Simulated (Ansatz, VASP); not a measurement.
# Al2O3 in VASP and in Ansatz

Contents of INCAR:

```
SYSTEM = Al2O3
PREC = Accurate
ENCUT = 520
EDIFF = 1E-7
ISMEAR = 0
SIGMA = 0.05
LREAL = .False.
LASPH = .True.
NELM = 60
ALGO = Normal
ISIF = 2
LWAVE = .False.
LCHARG = .False.
GGA = PS
NBANDS = 20
```

File KPOINTS:

```
regular mesh
0
Gamma
  12 12 4
  0 0 0
```

The input POSCAR:

```
Al2O3
1.0
    2.7760839405      0.0000000000      0.0000000000
   -1.3880419702      2.4041592155      0.0000000000
    0.0000000000      0.0000000000      7.2716505621
Al O
2 3
Direct
    0.0000000000      0.0000000000      0.2779510000
    0.0000000000      0.0000000000      0.7220490000
    0.3333333333      0.6666666667      0.1994540000
    0.6666666667      0.3333333333      0.8005460000
    0.0000000000      0.0000000000      0.5000000000
```

Input for Ansatz:

```yaml
crystal:
  lattice:
    - [2.7760839405, 0.0, 0.0]
    - [-1.3880419702, 2.4041592155, 0.0]
    - [0.0, 0.0, 7.2716505621]
  atoms:
    - { symbol: Al, position: [0.0, 0.0, 0.277951] }
    - { symbol: Al, position: [0.0, 0.0, 0.722049] }
    - { symbol: O, position: [0.3333333333, 0.6666666667, 0.199454] }
    - { symbol: O, position: [0.6666666667, 0.3333333333, 0.800546] }
    - { symbol: O, position: [0.0, 0.0, 0.5] }
basis:
  ecutwfc: 420
kpoints:
  mp_grid: { grid: [12, 12, 4] }
hamiltonian:
  xc: pbesol
scf:
  occupations: { method: gaussian, width: 0.05 }
output:
  forces: true
  stress: true
  eigenvalues: true
  write_density: true
  write_potential: true
  elf: true
  volumetric_format: npy
```

Change from the starting cell: strain -0.080 along x and y, -0.040 along z, atoms carried along.

Alike in both runs: task single point; functional PBEsol; k mesh 12 × 12 × 4; occupations gaussian, width 0.05 eV; no spin polarisation.

```csv
,VASP,Ansatz
version,VASP 6.6.1,Ansatz 0.2.0
potentials or method,"VASP PAW PBE potentials, release 64 (Al, O)","scalar-relativistic, plane waves, PAW"
plane-wave cutoff (eV),520,420
valence electrons in the cell,24,24
```

Ansatz gave:

```
gap on the k mesh at the Fermi level (eV)       : 3.23
least direct gap on the mesh (eV)               : 3.23
pressure (GPa)                                  : 43.4
largest component of the traceless stress (GPa) : 12.54
rms of the force components (eV/Å)              : 0.797
```

What did VASP give for the same quantities?

gap on the k mesh at the Fermi level (eV): 3.25; least direct gap on the mesh (eV): 3.25; pressure (GPa): 44.7; largest component of the traceless stress (GPa): 12.16; rms of the force components (eV/Å): 0.811.

Atom by atom the forces differ by 0.047 eV/Å (rms over components).

Caveats: so large a pressure means that the cell lies far from this level's equilibrium, or that cutoff or potentials fall short (VASP); the potentials were made for another functional, which shifts forces and pressure (VASP). A k mesh can miss the band edges.
